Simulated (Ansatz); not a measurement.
# WS2: response to strain

WS2 is deformed so: equal xy, yz and zx engineering shear strains of +1 %. What stress and forces result, by LAPW and PAW?

Method: DFT LDA, scalar-relativistic, in Ansatz 0.2.0.

3 further runs of the same task are left out: 3 that didn't finish. Runs told in other sessions of the task aren't counted.

## 1. Starting point

Symmetry: R3m, No. 160, trigonal system. The conventional cell has a = 3.158 Å, b = 3.158 Å, c = 18.490 Å, α = 90.00°, β = 90.00°, γ = 120.00°. W (site symmetry 3m) is surrounded by 6 S at 2.39 to 2.42 Å. Around S (site symmetry 3m) lie 3 W at 2.39 Å. Around S (site symmetry 3m) lie 3 W at 2.42 Å.

Structure file:

```
CELL_PARAMETERS angstrom
1.57900 0.91164 6.16333
-1.57900 0.91164 6.16333
0.00000 -1.82327 6.16333
ATOMIC_POSITIONS crystal
W 0.00000 0.00000 0.00000
S 0.75030 0.75030 0.75030
S 0.58100 0.58100 0.58100
```

Atoms are numbered in the order of the input: W1, S2, S3.

## 2. The deformed structure

Space group R3m before, P1 after.

## 3. All-electron LAPW

input.yaml

```yaml
crystal:
  lattice:
    - [1.6143752158, 0.9503479488, 6.1757831834]
    - [-1.5436255528, 0.934557945, 6.1599931796]
    - [0.021700287, -1.7924559438, 6.154213637]
  atoms:
    - { symbol: W, position: [0.0, 0.0, 0.0] }
    - { symbol: S, position: [0.7503, 0.7503, 0.7503] }
    - { symbol: S, position: [0.581, 0.581, 0.581] }
kpoints:
  mp_grid: { grid: [13, 13, 13] }
  band_path:
    path:
      - [0.0, 0.0, 0.0]
      - [-0.5, -0.5, -0.5]
      - [0.5, 0.0, 0.0]
      - [0.0, 0.0, 0.0]
      - [0.0, 0.0, 0.5]
      - [0.0, -0.5, 0.0]
      - [0.0, 0.0, 0.0]
      - [0.5, 0.0, 0.5]
      - [-0.5, -0.5, 0.0]
    npoints: 5
scf:
  occupations: { method: fermi_dirac, width: 0.08 }
hamiltonian:
  xc: lda
  pseudopotentials: { kind: all_electron, lapw: { basis_error: 0.0005 } }
output:
  forces: true
  stress: true
  eigenvalues: true
```

Command:

```console
$ ansatz run input.yaml --threads 1 --pin off --max-ram 6144MiB --backend cpu --events-out ev --progress --plain --runs-dir out
```

## 4. Frozen-core PAW

input.yaml

```yaml
crystal:
  lattice:
    - [1.6143752158, 0.9503479488, 6.1757831834]
    - [-1.5436255528, 0.934557945, 6.1599931796]
    - [0.021700287, -1.7924559438, 6.154213637]
  atoms:
    - { symbol: W, position: [0.0, 0.0, 0.0] }
    - { symbol: S, position: [0.7503, 0.7503, 0.7503] }
    - { symbol: S, position: [0.581, 0.581, 0.581] }
kpoints:
  mp_grid: { grid: [13, 13, 13] }
scf:
  occupations: { method: fermi_dirac, width: 0.08 }
hamiltonian:
  xc: lda
  pseudopotentials: { kind: paw }
output:
  forces: true
  stress: true
  eigenvalues: true
  efg: { contact_densities: true }
```

(Steps that only read results are left out.)

Before running it: what results should come out? Wanted: pressure; largest shear or deviatoric stress.

As calculated:

```
                                 quantity                      value
                                 pressure  LAPW -3.55, PAW -3.59 GPa
largest shear or deviatoric stress (LAPW)                   1.56 GPa
```

In words: The largest part of the stress beyond the pressure is 1.56 GPa in size, in the xz component; the atoms are carried along and not relaxed. No run of the undeformed cell stands beside it, so pressure and stress hold what the given cell had before the change, as far as its symmetry allows. PAW: stress within 0.05 GPa of LAPW, forces within 2 meV/Å. Spin-orbit coupling is left out, though the cell holds W; in elements this heavy it can shift bands and gaps by tenths of an eV.
